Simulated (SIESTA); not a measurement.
Crystal: NaH.

```xyz
2
Lattice="0.0000 2.4400 2.4400 2.4400 0.0000 2.4400 2.4400 2.4400 0.0000" Properties=species:S:1:pos:R:3 pbc="T T T"
Na    0.0000    0.0000    0.0000
H     2.4400    2.4400    2.4400
```

Base run:

```yaml
Program: SIESTA 5.4.2
Functional: vdW-DF-cx
Potentials_or_basis: PseudoDojo 0.4 standard (PBE files)
Basis: DZP (energy shift 0.003 Ry; two zetas on semicore shells)
Grid_cutoff: 800 Ry
Energy_shift: 0.003 Ry
k_mesh: 9 × 9 × 9
Occupations: fermi-dirac, width 0.05 eV
Spin: no spin polarisation
```

Its results: pressure 0.2 GPa.

Problem. After a change of settings the same cell gave: pressure -2.4 GPa. Which change was it?
A. functional from vdW-DF-cx to BLYP
B. functional from vdW-DF-cx to PBEsol; potentials or basis from PseudoDojo 0.4 standard (PBE files) to PseudoDojo 0.4 standard (PBEsol files)
C. functional from vdW-DF-cx to LDA; potentials or basis from PseudoDojo 0.4 standard (PBE files) to PseudoDojo 0.4 standard (LDA files)
D. functional from vdW-DF-cx to AM05; potentials or basis from PseudoDojo 0.4 standard (PBE files) to PseudoDojo 0.4 standard (PBEsol files)

Solution. C.

Caveats: the basis of atomic orbitals isn't converged, which shifts pressures, moduli and gaps; the potentials were made for another functional, which shifts forces and pressure (some runs).
